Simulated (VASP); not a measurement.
Set up this calculation in VASP 6.6.1, as the native input.

```
Task                   : relaxation of cell and atoms
Functional             : LDA
Potentials or basis    : VASP PAW LDA potentials, release 64 (Si, O)
Cutoff                 : 600 eV
k mesh                 : 8 × 8 × 10
Occupations            : gaussian, width 0.03 eV
Spin                   : no spin polarisation
Further INCAR settings : ALGO = Normal; EDIFF = 1e-06; IBRION = 2; EDIFFG = -0.01; NSW = 90; ISIF = 3
```

The structure of SiO2 (Stishovite) lies in POSCAR:

```
SiO2
1.0
    4.1773000000      0.0000000000      0.0000000000
    0.0000000000      4.1773000000      0.0000000000
    0.0000000000      0.0000000000      2.6652000000
Si O
2 4
Direct
    0.0000000000      0.0000000000      0.0000000000
    0.5000000000      0.5000000000      0.5000000000
    0.3059000000      0.3059000000      0.0000000000
    0.1941000000      0.8059000000      0.5000000000
    0.6941000000      0.6941000000      0.0000000000
    0.8059000000      0.1941000000      0.5000000000
```

These files were run (other wordings do the same):

INCAR

```
SYSTEM = SiO2
  PREC = Accurate
  ENCUT = 600
  EDIFF = 1E-6
  ISMEAR = 0
  SIGMA = 0.03
  LREAL = .False.
  LASPH = .True.
  NELM = 80
  ALGO = Normal
  ISIF = 3
  LWAVE = .False.
  LCHARG = .False.
  IBRION = 2
  NSW = 90
  EDIFFG = -0.01
  KPAR = 2
```

KPOINTS

```
regular mesh
0
Gamma
  8 8 10
  0 0 0
```

Potentials or basis: VASP PAW LDA potentials, release 64 (Si, O).

Run with:

```console
$ cat potpaw_LDA.64/Si/POTCAR potpaw_LDA.64/O/POTCAR > POTCAR
$ mpirun -np 2 vasp_std > vasp.out
```

It gave:

```yaml
Relaxed_volume: 7.67 Å³/atom
Relaxed_cell: a = 4.154 Å, b = 4.154 Å, c = 2.665 Å, α = 90.00°, β = 90.00°, γ = 90.00°
Space_group_after_relaxing_to_0.05_Å: P4_2/mnm (No. 136)
Energy_gained_by_relaxing: 1.0 meV/atom
Ionic_steps: 4
Pressure_after_relaxing: 0.0 GPa
Largest_force_after_relaxing: 0.009 eV/Å
Band_gap_on_the_k_mesh: 5.78 eV, direct
```

Run time: 34 s on 2 MPI ranks on Intel(R) Xeon(R) 6975P-C (Granite Rapids) (shared host), peak memory 0.19 GiB a rank.
